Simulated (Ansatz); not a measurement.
Straining TePt

Computed with DFT PBEsol, scalar-relativistic, plane waves, PAW in Ansatz 0.2.0. Run with 420 eV cutoff, 12×12×10 k-mesh, Gaussian smearing of 0.10 eV, no spin polarisation.

Starting point, cell and atoms relaxed:

```
Te Pt
1.0
     4.22315    0.00000    0.00000
    -2.11157    3.65735    0.00000
     0.00000    0.00000    5.54165
Te Pt
2 2
Direct
  0.33333 0.66667 0.25000
  0.66667 0.33333 0.75000
  0.00000 0.00000 0.00000
  0.00000 0.00000 0.50000
```

Deformation: biaxial strain in the a-b plane, with the length and tilt of c and the atoms relaxed, all within the symmetry that the strain leaves. Energies are extrapolated to zero smearing.

Spin–orbit coupling is left out, which can shift energies with elements as heavy as these.

```
strain (%)  ΔE (meV/atom) a (Å) b (Å) c (Å)
      -3.0           24.4  4.096  4.096  5.732
      -2.0           11.3  4.139  4.139  5.659
      -1.0            3.1  4.181  4.181  5.594
      +0.0            0.0  4.223  4.223  5.542
      +1.0            2.5  4.265  4.265  5.494
      +2.0           10.7  4.308  4.308  5.454
      +3.0           24.4  4.350  4.350  5.420
```

(1) What stiffness (1/V) d²E/dε² at zero strain does a cubic fit over all points give?

(2) How does the free axis c answer a small strain?

Answers

(1) A cubic fit gives (1/V) d²E/dε² = 405 GPa at zero strain (twice the biaxial modulus).

(2) Between the innermost points its strain is -0.91 times the applied one.

Cost: 7 runs of about 9.4 core-minutes in all, on Intel Xeon Platinum 8259CL (Skylake/Cascade Lake) (shared hosts).